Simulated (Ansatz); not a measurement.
# SnO2: the cost of one run

Computed with Ansatz 0.2.0 (DFT LDA, scalar-relativistic, plane waves, PAW, unless a step's input says otherwise).

## Step 1: Starting point

Symmetry: R-3m, No. 166, trigonal system. Conventional cell: a = 3.234 Å, b = 3.234 Å, c = 14.402 Å, α = 90.00°, β = 90.00°, γ = 120.00°. Sn (site symmetry -3m) is surrounded by 6 O at 2.13 Å. O (site symmetry 3m) is surrounded by 3 Sn at 2.13 Å.

Coordinates:

```cif
data_structure
_symmetry_space_group_name_H-M 'R-3m:H'
_symmetry_Int_Tables_number 166
_cell_length_a 3.2342
_cell_length_b 3.2342
_cell_length_c 14.4018
_cell_angle_alpha 90.000
_cell_angle_beta 90.000
_cell_angle_gamma 120.000
_cell_volume 130.46
loop_
_atom_site_label
_atom_site_type_symbol
_atom_site_symmetry_multiplicity
_atom_site_Wyckoff_symbol
_atom_site_fract_x
_atom_site_fract_y
_atom_site_fract_z
_atom_site_occupancy
Sn1 Sn 3 b 0.66667 0.33333 0.83333 1
O1 O 6 c 0.33333 0.66667 0.90384 1
```

The structure comes from the Materials Project (structure only).

## Step 2: Quick check of gap, pressure and forces

The input, input.yaml:

```yaml
crystal:
  lattice:
    - [1.6170930752, 0.9336291223, 4.800592584]
    - [-1.6170930752, 0.9336291223, 4.800592584]
    - [0.0, -1.8672582446, 4.800592584]
  atoms:
    - { symbol: Sn, position: [0.5, 0.5, 0.5] }
    - { symbol: O, position: [0.23717, 0.23717, 0.23717] }
    - { symbol: O, position: [0.76283, 0.76283, 0.76283] }
basis:
  ecutwfc: 420
kpoints:
  mp_grid: { grid: [6, 6, 6] }
hamiltonian:
  xc: lda
scf:
  occupations: { method: gaussian, width: 0.1 }
output:
  forces: true
  stress: true
  eigenvalues: true
```

Command:

```sh
ansatz run input.yaml --threads 1 --pin off --max-ram 1228MiB --backend cpu --events-out ev --progress --plain --runs-dir out
```

Q: Estimate wall time and peak memory on 1 thread of an Arm CPU, shared host.

About 1.7 s, with a peak of 0.29 GiB.
